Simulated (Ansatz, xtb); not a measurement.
# C4H10O: 6 structures ranked

6 gas-phase structures of C4H10O, found in a search over its isomers (lower ones may exist). Each was relaxed with GFN2-xTB; where two conformers were screened, the lower at r2SCAN-D4/def2-SVP is listed:

A. `COC(C)C`, a singlet
B. `CC(C)CO`, a singlet
C. `CCCCO`, a singlet
D. `CC(C)(C)O`, a singlet
E. `CC[C@H](C)O`, a singlet
F. `CCCOC`, a singlet

Problem. Estimate their order in r2SCAN-D4/def2-SVP energy at these geometries, lowest first.

Solution. Calculated order at r2SCAN-D4/def2-SVP: D (0.000), E (0.142), B (0.259), C (0.321), A (0.515), F (0.634) eV.

Energies above the lowest of each column, in eV; the last columns are at B3LYP-D3(BJ)/def2-SVP geometries and were run for some of them only (a dash: not run or not comparable):

```json
{"structure": "D", "GFN2-xTB": "0.000", "HF/STO-3G": "0.000", "r2SCAN-D4/def2-SVP": "0.000", "B3LYP-D3(BJ)/def2-SVP": "0.000", "CCSD(T)/def2-SVP + ΔMP2/def2-TZVPP": "0.000"}
{"structure": "E", "GFN2-xTB": "0.109", "HF/STO-3G": "0.067", "r2SCAN-D4/def2-SVP": "0.142", "B3LYP-D3(BJ)/def2-SVP": "0.105", "CCSD(T)/def2-SVP + ΔMP2/def2-TZVPP": "0.177"}
{"structure": "B", "GFN2-xTB": "0.204", "HF/STO-3G": "0.193", "r2SCAN-D4/def2-SVP": "0.259", "B3LYP-D3(BJ)/def2-SVP": "0.219", "CCSD(T)/def2-SVP + ΔMP2/def2-TZVPP": "0.269"}
{"structure": "C", "GFN2-xTB": "0.241", "HF/STO-3G": "0.168", "r2SCAN-D4/def2-SVP": "0.321", "B3LYP-D3(BJ)/def2-SVP": "0.263", "CCSD(T)/def2-SVP + ΔMP2/def2-TZVPP": "–"}
{"structure": "A", "GFN2-xTB": "0.270", "HF/STO-3G": "0.018", "r2SCAN-D4/def2-SVP": "0.515", "B3LYP-D3(BJ)/def2-SVP": "–", "CCSD(T)/def2-SVP + ΔMP2/def2-TZVPP": "–"}
{"structure": "F", "GFN2-xTB": "0.353", "HF/STO-3G": "0.041", "r2SCAN-D4/def2-SVP": "0.634", "B3LYP-D3(BJ)/def2-SVP": "–", "CCSD(T)/def2-SVP + ΔMP2/def2-TZVPP": "–"}
```

Every level run on D puts it lowest or level with the lowest. Some further structures that were screened fall inside this span and aren't listed. Flexible structures stand in one conformer each, not always the lowest. Frequencies (B3LYP-D3(BJ)/def2-SVP) were run for B, D, E alone. ΔMP2 is the change of the MP2 energy from the smaller to the larger basis.

Over these structures GFN2-xTB departs from r2SCAN-D4/def2-SVP by 0.098 eV on average once a common shift is removed. A GFN2-xTB relaxation took about 0.046 s and the r2SCAN-D4/def2-SVP energy about 2 s on a shared host (Ansatz 0.2.0, xtb 6.7.1).
